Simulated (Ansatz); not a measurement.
A (111) slab of TiC (Fm-3m (No. 225)), 10 planes, outer planes Ti (top) and C (bottom), with 10 atoms (Ti5C5) in a surface cell of A = 8.129 Å², as cut from the bulk:

```yaml
crystal:
  lattice:
    - [3.06384, 0.00000, 0.00000]
    - [-1.53192, 2.65336, 0.00000]
    - [0.00000, 0.00000, 26.25726]
  atoms:
    - { symbol: C, position: [0.33333, 0.66667, 0.28564] }
    - { symbol: Ti, position: [0.66667, 0.33333, 0.33327] }
    - { symbol: C, position: [0.00000, 0.00000, 0.38091] }
    - { symbol: Ti, position: [0.33333, 0.66667, 0.42855] }
    - { symbol: C, position: [0.66667, 0.33333, 0.47618] }
    - { symbol: Ti, position: [0.00000, 0.00000, 0.52382] }
    - { symbol: C, position: [0.33333, 0.66667, 0.57145] }
    - { symbol: Ti, position: [0.66667, 0.33333, 0.61909] }
    - { symbol: C, position: [0.00000, 0.00000, 0.66673] }
    - { symbol: Ti, position: [0.33333, 0.66667, 0.71436] }
```

These are results of DFT PBE, scalar-relativistic, plane waves, PAW (Ansatz 0.2.0), not measurements. Plane waves to 420 eV, a k mesh through Γ of 12×12×1 on the computed 10-atom cell and Gaussian smearing (0.10 eV); no spin polarisation. The cell repeats along c with a dipole correction in the vacuum.

Against the same 10 atoms in the bulk, the slab as cut lies 5.959 eV higher and the relaxed slab 5.661 eV higher.

Task: Work out the surface energy before and after relaxation.

Result: The slab has two faces, so γ = (E_slab − N·E_bulk)/(2A), the mean of both. As cut: 5.959/(2 × 8.129) = 0.3665 eV/Å², and 1 eV/Å² = 16.02 J/m², so γ = 5.87 J/m². Relaxed: 5.661/(2 × 8.129) = 0.3482 eV/Å² = 5.58 J/m². Relaxation recovers 5 % of the cost of cutting.

Task: What is the ideal work of this cut, per area?

Result: Griffith's ideal work is 2γ: 11.74 J/m² if the new faces stay rigid, 11.16 J/m² if they relax. One thickness was run, 10 planes, so γ can still shift with it.